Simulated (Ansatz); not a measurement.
The system is K.

```
CELL_PARAMETERS angstrom
-2.69756 2.69756 2.69756
2.69756 -2.69756 2.69756
2.69756 2.69756 -2.69756
ATOMIC_POSITIONS crystal
K 0.00000 0.00000 0.00000
```

- Program: Ansatz 0.2.0
- Task: relaxation of cell and atoms
- Functional: PBE
- Dispersion: D4
- Potentials or basis: Ansatz PAW
- Cutoff: 420 eV (not typed: the program's choice for these potentials)
- k mesh: 7 × 7 × 7
- Occupations: fermi-dirac, width 0.05 eV
- Spin: no spin polarisation

At the start: volume 78.52 Å³/atom.

Where does the relaxation end?

It ends after 5 steps and the volume is 70.05 Å³/atom (-10.8 %); space group Im-3m (No. 229, to 0.05 Å).

Step by step:
```
step  energy change (eV)  largest force (eV/Å)  volume (Å³)
   1              0.0000                0.0000        78.52
   2             -0.0017                0.0000        77.69
   3             -0.0073                0.0000        74.08
   4             -0.0093                0.0000        70.05
   5             -0.0093                0.0000        70.05
```

Final structure:
```
K
1.0
    -2.59690    2.59690    2.59690
     2.59690   -2.59690    2.59690
     2.59690    2.59690   -2.59690
K
1
Direct
  0.00000 0.00000 0.00000
```

Caveat: the plane-wave basis is chosen anew once the cell has moved, so the energies of steps on either side of that aren't comparable; pairwise dispersion overbinds metals, which lowers pressure and volume.
